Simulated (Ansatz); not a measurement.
# C: a line through a two-coordinate scan

How does the energy of C (R-3m, No. 166; 2 atoms in the cell) vary with amplitude of mode 6 (1563 cm⁻¹), at amplitude of mode 4 (866 cm⁻¹) = 0.000 Å?

Computed with Ansatz 0.2.0 (DFT PBE+D3(BJ), scalar-relativistic, plane waves, PAW, unless a step's input says otherwise).

43 further runs of the same task are left out: 43 set aside as unsound or not needed.

## 1. The structure to begin with

It takes space group R-3m (No. 166, trigonal). Conventional cell: a = 2.465 Å, b = 2.465 Å, c = 10.084 Å, α = 90.00°, β = 90.00°, γ = 120.00°. C (site symmetry 3m) has 3 C at 1.42 Å as nearest neighbours.

As a file:

```cif
data_structure
_symmetry_space_group_name_H-M 'P 1'
_symmetry_Int_Tables_number 1
_cell_length_a 3.6503
_cell_length_b 3.6503
_cell_length_c 3.6503
_cell_angle_alpha 39.467
_cell_angle_beta 39.467
_cell_angle_gamma 39.467
_cell_volume 17.69
loop_
_atom_site_label
_atom_site_type_symbol
_atom_site_fract_x
_atom_site_fract_y
_atom_site_fract_z
_atom_site_occupancy
C1 C 0.16660 0.16660 0.16660 1
C2 C 0.83340 0.83340 0.83340 1
```

It is the result of an earlier relaxation at this level (volume 8.84 Å³/atom; gap on the mesh: 0.65 eV).

## 2. Plan of the line

The energy is mapped over two normal modes frozen in (zone-centre modes of the cell shown).

First coordinate, amplitude of mode 4 (866 cm⁻¹), largest displacement: 9 values from −0.095 Å. Second coordinate, amplitude of mode 6 (1563 cm⁻¹), largest displacement: 9 values from −0.060 Å.

Nothing else is relaxed (the cell and all other modes fixed). Energies count from the relaxed high-symmetry cell. Points are written as (first, second).

The modes come from a phonon run on the reference cell, made beforehand.

Displacement patterns for an amplitude of 1 (Å):

| atom | x1 | y1 | z1 | x2 | y2 | z2 |
| --- | --- | --- | --- | --- | --- | --- |
| C1 | 0.000 | 0.000 | 1.000 | 0.000 | 1.000 | 0.000 |
| C2 | 0.000 | 0.000 | -1.000 | 0.000 | -1.000 | 0.000 |

## 3. The run at (0.000 Å, −0.045 Å)

The input, input.yaml:

```yaml
crystal:
  lattice:
    - [1.2324984681, 0.7115833223, 3.3613878357]
    - [-1.2324984681, 0.7115833223, 3.3613878357]
    - [0.0, -1.4231666447, 3.3613878357]
  atoms:
    - { symbol: C, position: [0.1560557091, 0.1560557091, 0.1876753372] }
    - { symbol: C, position: [0.8439442909, 0.8439442909, 0.8123246628] }
basis:
  ecutwfc: 520.0
kpoints:
  mp_grid: { grid: [15, 15, 15] }
hamiltonian:
  xc: pbe
  dispersion: d3bj
scf:
  occupations: { method: gaussian, width: 0.05 }
output:
  forces: true
  stress: true
  eigenvalues: true
```

The run is started by

```
> ansatz run input.yaml --threads 1 --pin off --max-ram 2048MiB --backend cpu --events-out ev --progress --plain --runs-dir out
```

Further runs follow: the other points of the line.

What does the calculation give? Wanted: for each run, amplitude of mode 6; energy; slope; pressure; largest force on an atom.

As calculated:

```
amplitude of mode 6 (1563 cm⁻¹), largest displacement (Å)  step  energy (eV)  slope (eV per Å)  pressure (GPa)  band gap on the k-mesh (eV)  largest force on an atom (eV/Å)
                                                   −0.060     –        0.424             −14.8             7.5                         0.20                              7.4
                                                   −0.045     3        0.233             −10.7             4.1                         0.46                              5.4
                                                   −0.030     4        0.101              −6.9             1.8                         0.22                              3.4
                                                   −0.015     5        0.025              −3.3             0.4                         0.22                              1.7
                                                    0.000     –        0.000               0.0             0.0                         0.65                              0.0
                                                    0.015     –        0.024               3.1             0.4                         0.32                              1.6
                                                    0.030     6        0.092               6.0             1.6                         0.14                              3.0
                                                    0.045     7        0.201               8.6             3.3                         0.42                              4.3
                                                    0.060     8        0.349              11.0             5.7                         0.49                              5.5
```

Energies count from the relaxed high-symmetry cell. Rows without a step come from runs not printed here or follow by symmetry. Slopes come from the forces (and the stress, where the cell changes), not from differences of energies.

In words: Along the line the energy is lowest at 0.000 Å, 0.000 eV from the zero. A fit to energies and slopes at the lowest point and its two neighbours puts the minimum at 0.0000 Å, with a curvature of about 220 eV per Å². The highest point computed, at −0.060 Å, lies 0.424 eV above the lowest. This is one cut through a surface in two coordinates; it holds the lowest point sampled, which need not be a minimum.

The gaps are Kohn-Sham values of a semilocal functional, not quasiparticle or optical gaps. Such gaps usually fall short of the measured ones.
